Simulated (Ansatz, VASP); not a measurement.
# One calculation of Se, two programs

Contents of INCAR:

```
SYSTEM = Se
ALGO     = Normal         ! electronic algorithm
EDIFF    = 1E-6           ! SCF threshold, eV
ENCUT    = 520            ! plane-wave cutoff, eV
GGA      = PS             ! functional
ISIF     = 2              ! what is computed and relaxed
ISMEAR   = -1             ! smearing method
LASPH    = .True.         ! aspherical terms in the spheres
LCHARG   = .False.        ! write CHGCAR
LREAL    = .False.        ! projectors in reciprocal space
LWAVE    = .False.        ! write WAVECAR
NBANDS   = 16             ! bands
NELM     = 60             ! most SCF steps
PREC     = Accurate       ! precision mode
SIGMA    = 0.02           ! smearing width, eV
```

File KPOINTS:

```
k-points
0
Gamma
  8 8 6
  0 0 0
```

File POSCAR:

```
Se
1.0
    4.3551696776      0.0000000000      0.0000000000
   -2.1775848388      3.7716875786      0.0000000000
    0.0000000000      0.0000000000      4.8999555000
Se
3
Direct
    0.2170000000      0.0000000000      0.1666666667
    0.0000000000      0.2170000000      0.8333333333
    0.7830000000      0.7830000000      0.5000000000
```

Input for Ansatz:

```yaml
crystal:
  lattice:
    - [4.3551696776, 0.0, 0.0]
    - [-2.1775848388, 3.7716875786, 0.0]
    - [0.0, 0.0, 4.8999555]
  atoms:
    - { symbol: Se, position: [0.217, 0.0, 0.1666666667] }
    - { symbol: Se, position: [0.0, 0.217, 0.8333333333] }
    - { symbol: Se, position: [0.783, 0.783, 0.5] }
kpoints:
  mp_grid: { grid: [8, 8, 6] }
  band_path:
    path:
      - [0.0, 0.0, 0.0]
      - [0.5, 0.0, 0.0]
      - [0.3333333333, 0.3333333333, 0.0]
      - [0.0, 0.0, 0.0]
      - [0.0, 0.0, 0.5]
      - [0.5, 0.0, 0.5]
      - [0.3333333333, 0.3333333333, 0.5]
      - [0.0, 0.0, 0.5]
      - [0.5, 0.0, 0.5]
    npoints: 5
scf:
  occupations: { method: fermi_dirac, width: 0.02 }
hamiltonian:
  xc: pbesol
  pseudopotentials: { kind: all_electron, lapw: { basis_error: 0.001 } }
output:
  forces: true
  stress: true
  eigenvalues: true
```

Change from the starting cell: zz strain of -1 %.

Alike in both runs: task single point; functional PBEsol; k mesh 8 × 8 × 6; occupations fermi-dirac, width 0.02 eV; no spin polarisation.

|  | VASP | Ansatz |
| --- | --- | --- |
| version | VASP 6.6.1 | Ansatz 0.2.0 |
| potentials or method | VASP PAW PBE potentials, release 64 (Se) | all-electron LAPW, scalar-relativistic |
| plane-wave cutoff (eV) | 520 | see its input |

VASP gave:

| Item | Value |
| --- | --- |
| gap on the k mesh at the Fermi level (eV) | 1.13 |
| pressure (GPa) | 4.1 |
| largest component of the traceless stress (GPa) | 2.23 |
| rms of the force components (eV/Å) | 0.709 |

Problem. Which values does Ansatz return?

Solution. gap on the k mesh at the Fermi level (eV): 1.15; pressure (GPa): 3.8; largest component of the traceless stress (GPa): 2.11; rms of the force components (eV/Å): 0.669.

Atom by atom the forces differ by 0.040 eV/Å (rms over components). Ansatz ran all-electron here, so the differences hold the error of VASP's frozen core and of both bases.

Caveats: the PAW data sets were made with another functional, which shifts forces and pressure a little (VASP). A k mesh can miss the band edges.
